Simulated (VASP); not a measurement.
Input of a VASP 6.6.1 run:

POSCAR

```
Rh
1.0
    0.0000000000      1.8978500000      1.8978500000
    1.8978500000      0.0000000000      1.8978500000
    1.8978500000      1.8978500000      0.0000000000
Rh
1
Direct
    0.0000000000      0.0000000000      0.0000000000
```

File INCAR.step1:

```
SYSTEM = Rh
ALGO = Normal
EDIFF = 1E-8
EDIFFG = -0.002
ENCUT = 600
GGA = PE
IBRION = 2
ISIF = 3
ISMEAR = 0
LASPH = .True.
LCHARG = .False.
LREAL = .False.
LWAVE = .False.
NELM = 60
NSW = 40
PREC = Accurate
SIGMA = 0.1
```

Contents of INCAR.step2:

```
SYSTEM = Rh
ALGO = Normal
EDIFF = 1E-8
ENCUT = 600
GGA = PE
IBRION = 6
ISIF = 3
ISMEAR = 0
LASPH = .True.
LCHARG = .False.
LREAL = .False.
LWAVE = .False.
NELM = 60
NFREE = 2
NSW = 1
POTIM = 0.015
PREC = Accurate
SIGMA = 0.1
```

KPOINTS

```
k-points
0
Gamma
  18 18 18
  0 0 0
```

Potentials or basis: VASP PAW PBE potentials, release 64 (Rh_pv).

Launch:

```sh
$ cat potpaw_PBE.64/Rh_pv/POTCAR > POTCAR
$ cp INCAR.step1 INCAR
$ mpirun -np 1 vasp_std > vasp.out
$ cp CONTCAR POSCAR
$ cp INCAR.step2 INCAR
$ mpirun -np 1 vasp_std > vasp.out
```

What does it give for the elastic constants C11, C12, C44?

419, 178, 184 GPa.

Predict the Voigt bulk modulus.

258 GPa.

What does it give for the relaxed volume?

14.04 Å³/atom.

Estimate the space group after relaxing (to 0.05 Å).

Fm-3m (No. 225).

Predict the relaxed cell.

a = 2.708 Å, b = 2.708 Å, c = 2.708 Å, α = 60.00°, β = 60.00°, γ = 60.00°.

Final structure:
```
Rh
1.0
     0.00000    1.91473    1.91473
     1.91473    0.00000    1.91473
     1.91473    1.91473    0.00000
Rh
1
Direct
  0.00000 0.00000 0.00000
```
